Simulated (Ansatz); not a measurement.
Runs of Ansatz 0.2.0 on Au. The cell holds a slab with vacuum, 7 atoms: a = 2.823 Å, b = 2.920 Å, c = 29.680 Å, α = 90.00°, β = 90.00°, γ = 118.91°. The slab is cut from a database's or a generator's crystal, which needn't be the stable form of the element.

```csv
potentials or basis,cutoff (eV),gap on the mesh (eV),largest force (eV/Å),work function (eV)
Ansatz PAW earlier set,864,none,0.16,5.29
SPMS NC,517,none,(a),5.30
PseudoDojo stringent (PBE files),1034,none,0.14,5.29
Ansatz PAW earlier set,617,none,0.16,5.29
JTH PAW,750,none,0.16,5.29
```

Alike in all rows: task single point; level PBE; no spin polarisation; cell the (0 0 1) slab of Au, cut from the database cell, not relaxed; k mesh 11 × 11 × 1; smearing fermi-dirac 0.05 eV.

Estimate the missing entries.

(a) 0.15.

A k mesh can miss the band edges, and the runs leave out spin-orbit coupling on Au.

A gap of «none» marks a metal or a gap under the smearing width.

Not every run made on this cell is shown here.
